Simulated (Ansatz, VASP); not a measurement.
**Two plane-wave programs on MgO**

Contents of INCAR:

```
SYSTEM = MgO
PREC     = Accurate       ! precision mode
ENCUT    = 520            ! plane-wave cutoff, eV
EDIFF    = 1E-8           ! SCF threshold, eV
ISMEAR   = -1             ! smearing method
SIGMA    = 0.08           ! smearing width, eV
LREAL    = .False.        ! projectors in reciprocal space
LASPH    = .True.         ! aspherical terms in the spheres
NELM     = 100            ! most SCF steps
ALGO     = Normal         ! electronic algorithm
ISIF     = 2              ! what is computed and relaxed
LWAVE    = .False.        ! write WAVECAR
LCHARG   = .False.        ! write CHGCAR
GGA      = PE             ! functional
LEFG     = .True.       
NBANDS   = 11             ! bands
```

KPOINTS

```
regular mesh
0
Gamma
  13 13 13
  0 0 0
```

The input POSCAR:

```
MgO
1.0
    0.0000000000      2.3211654829      2.3211654829
    2.3211654829      0.0000000000      2.3211654829
    2.3211654829      2.3211654829      0.0000000000
Mg O
1 1
Direct
    0.0000000000      0.0000000000      0.0000000000
    0.2500000000      0.2500000000      0.2500000000
```

Input for Ansatz:

```yaml
crystal:
  lattice:
    - [0.0, 2.3211654829, 2.3211654829]
    - [2.3211654829, 0.0, 2.3211654829]
    - [2.3211654829, 2.3211654829, 0.0]
  atoms:
    - { symbol: Mg, position: [0.0, 0.0, 0.0] }
    - { symbol: O, position: [0.25, 0.25, 0.25] }
kpoints:
  mp_grid: { grid: [13, 13, 13] }
scf:
  occupations: { method: fermi_dirac, width: 0.08 }
hamiltonian:
  xc: pbe
  pseudopotentials: { kind: paw }
output:
  forces: true
  stress: true
  eigenvalues: true
  efg: { contact_densities: true }
```

Change from the starting cell: volume scaled by 1.02, PAW files.

Alike in both runs: task electric field gradients; functional PBE; k mesh 13 × 13 × 13; occupations fermi-dirac, width 0.08 eV; no spin polarisation.

|  | VASP | Ansatz |
| --- | --- | --- |
| version | VASP 6.6.1 | Ansatz 0.2.0 |
| potentials or method | VASP PAW PBE potentials, release 64 (Mg, O) | PAW with Ansatz's default frozen-core files, scalar-relativistic |
| plane-wave cutoff (eV) | 520 | 420 |
| valence electrons in the cell | 8 | 16 |

Ansatz gave:

* gap on the k mesh at the Fermi level (eV): 3.38
* pressure (GPa): -2.1
* Vzz of the field gradient on the site that differs most (V/Å²): 0.0

**Question.** Which values does VASP return?

**Answer.** gap on the k mesh at the Fermi level (eV): 3.36; pressure (GPa): -2.5; Vzz of the field gradient on the site that differs most (V/Å²): 0.0.

The two sets of potentials don't hold the same shells in valence.

Caveats: an odd mesh through Γ misses points on the zone boundary, where band edges often lie.
